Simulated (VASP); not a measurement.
The system is MnS.

```
Mn S
1.0
    -1.83000   -1.05655    5.94184
     1.83000   -1.05655    5.94184
     0.00000    2.11310    5.94184
Mn S
2 2
Direct
  0.00000 0.00000 0.00000
  0.50000 0.50000 0.50000
  0.25000 0.25000 0.25000
  0.75000 0.75000 0.75000
```

The cell is a database's computed one.

Base run:

```yaml
Program: VASP 6.6.1
Functional: PBEsol
Potentials_or_basis: VASP PAW PBE potentials, release 64 (Mn_pv, S)
Cutoff: 520 eV
k_mesh: 9 × 9 × 9
Occupations: fermi-dirac, width 0.05 eV
Spin: collinear spin, antiferromagnetic start
Starting_moments: "[4.0, -4.0, 0.0, 0.0] μB"
Hubbard_terms: Mn d U = 6 eV
```

Its results: band gap on the k mesh 2.54 eV; pressure 3.2 GPa; net moment 0.00 μB per cell; site moments Mn +4.58, -4.58; S +0.00 μB.

Problem. After a change of settings the same cell gave: band gap on the k mesh 2.20 eV; pressure 1.0 GPa; net moment 0.00 μB per cell; site moments Mn +4.48, -4.48; S +0.00 μB. Which change was it?
A. hubbard terms from Mn d U = 6 eV to Mn d U = 3 eV
B. hubbard terms from Mn d U = 6 eV to none
C. hubbard terms from Mn d U = 6 eV to Mn d U = 4 eV

Solution. C.

Caveats: the PAW data sets were made with another functional, which shifts forces and pressure a little; an odd mesh through Γ misses points on the zone boundary, where band edges often lie.

Not every run made on this cell is shown here.
